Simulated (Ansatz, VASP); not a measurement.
## Tl in VASP and in Ansatz

Contents of INCAR:

```
PREC = Accurate
ENCUT = 520
EDIFF = 1E-6
ISMEAR = 0
SIGMA = 0.15
LREAL = False
LASPH = True
NELM = 80
ALGO = Fast
ISIF = 2
LWAVE = False
LCHARG = False
GGA = CA
NBANDS = 12
```

KPOINTS

```
Automatic mesh
0
Gamma
  16 16 16
```

The input POSCAR:

```
Tl
1.0
    0.0000000000      2.5896582946      2.4663412330
    2.5896582946      0.0000000000      2.4663412330
    2.5896582946      2.5896582946      0.0000000000
Tl
1
Direct
    0.0000000000      0.0000000000      0.0000000000
```

Input for Ansatz:

```yaml
crystal:
  lattice:
    - [0.0, 2.5896582946, 2.466341233]
    - [2.5896582946, 0.0, 2.466341233]
    - [2.5896582946, 2.5896582946, 0.0]
  atoms:
    - { symbol: Tl, position: [0.0, 0.0, 0.0] }
basis:
  ecutwfc: 420
kpoints:
  mp_grid: { grid: [16, 16, 16] }
hamiltonian:
  xc: lda
scf:
  occupations: { method: gaussian, width: 0.15 }
output:
  forces: true
  stress: true
  eigenvalues: true
```

Change from the starting cell: strain +0.050 along x and y, +0.000 along z, atoms carried along.

Alike in both runs: task single point; functional LDA; k mesh 16 × 16 × 16; occupations gaussian, width 0.15 eV; no spin polarisation.

```csv
,VASP,Ansatz
version,VASP 6.6.1,Ansatz 0.2.0
potentials or method,"VASP PAW LDA potentials, release 64 (Tl_d)","scalar-relativistic, plane waves, PAW"
plane-wave cutoff (eV),520,420
valence electrons in the cell,13,13
```

```csv
,VASP,Ansatz,Ansatz less VASP
gap on the k mesh at the Fermi level (eV),none,none,-
pressure (GPa),-5.1,-5.1,-0.02
```

A gap of «none» marks a metal or a gap that the smearing closes.

Spin-orbit coupling is left out, which matters for the levels of Tl.
